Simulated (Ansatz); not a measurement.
Cl:

```
Cl
1.0
     3.14500   -2.25000    0.00000
     3.14500    2.25000    0.00000
     0.00000    0.00000    8.21000
Cl
4
Direct
  0.37000 0.63000 0.40000
  0.13000 0.87000 0.90000
  0.63000 0.37000 0.60000
  0.87000 0.13000 0.10000
```

Base run:

```yaml
Program: Ansatz 0.2.0
Functional: PBE
Potentials_or_basis: all-electron LAPW, scalar-relativistic
Cutoff: 282 eV (chosen from the basis error)
Basis_error_allowed: 0.002 eV/atom
k_mesh: 7 × 7 × 4
Occupations: fermi-dirac, width 0.05 eV
Spin: no spin polarisation
```

Its results: band gap on the k mesh 2.50 eV, indirect (least direct gap 2.56 eV); pressure 0.7 GPa; largest force 0.097 eV/Å.

Q: The run is repeated on the same cell with these changes: functional from PBE to PBEsol. What comes out?

A: Band gap on the k mesh 2.44 eV, indirect (least direct gap 2.49 eV); pressure -0.9 GPa; largest force 0.175 eV/Å.

PBEsol binds more tightly than PBE, so the same cell stands under less pressure.
